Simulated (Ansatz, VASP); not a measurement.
## Zn: VASP beside Ansatz

The input INCAR:

```
SYSTEM = Zn
PREC = Accurate
ENCUT = 520
EDIFF = 1E-7
ISMEAR = -1
SIGMA = 1.0
LREAL = .FALSE.
LASPH = .TRUE.
NELM = 100
ALGO = Normal
ISIF = 2
LWAVE = .FALSE.
LCHARG = .FALSE.
GGA = CA
NBANDS = 19
```

The input KPOINTS:

```
Automatic mesh
0
G
  14 14 7
  0 0 0
```

The input POSCAR:

```
Zn
1.0
    2.5709734941      0.0000000000      0.0000000000
   -1.2854867470      2.2265283583      0.0000000000
    0.0000000000      0.0000000000      4.7361908757
Zn
2
Direct
    0.3333333333      0.6666666667      0.2500000000
    0.6666666667      0.3333333333      0.7500000000
```

Input for Ansatz:

```yaml
crystal:
  lattice:
    - [2.5709734941, 0.0, 0.0]
    - [-1.285486747, 2.2265283583, 0.0]
    - [0.0, 0.0, 4.7361908757]
  atoms:
    - { symbol: Zn, position: [0.3333333333, 0.6666666667, 0.25] }
    - { symbol: Zn, position: [0.6666666667, 0.3333333333, 0.75] }
hamiltonian:
  xc: lda
  pseudopotentials:
    kind: paw
    azcp:
      Zn: "pseudopotentials/Zn.paw.azcp"
basis:
  ecutwfc: 420
  fft_grid_basis: typed
kpoints:
  mp_grid: { grid: [14, 14, 7], shift: [0, 0, 0] }
magnetization:
  spin_polarized: false
scf:
  occupations: { method: fermi_dirac, width: 1.0 }
  lower_state_search: "off"
output:
  stress: true
  write_density: true
  write_potential: true
  elf: true
  volumetric_format: npy
```

Alike in both runs: task single point; functional LDA; k mesh 14 × 14 × 7; occupations fermi-dirac, width 1 eV; no spin polarisation.

|  | VASP | Ansatz |
| --- | --- | --- |
| version | VASP 6.6.1 | Ansatz 0.2.0 |
| potentials or method | VASP PAW LDA potentials, release 64 (Zn) | plane waves (420 eV) with PAW, scalar-relativistic |
| plane-wave cutoff (eV) | 520 | 420 |
| valence electrons in the cell | 24 | 24 |

|  | VASP | Ansatz | Ansatz less VASP |
| --- | --- | --- | --- |
| pressure (GPa) | 6.1 | 5.3 | -0.79 |
| largest component of the traceless stress (GPa) | 2.21 | 2.02 | -0.193 |

Ansatz warned: «pseudo_functional_mismatch».
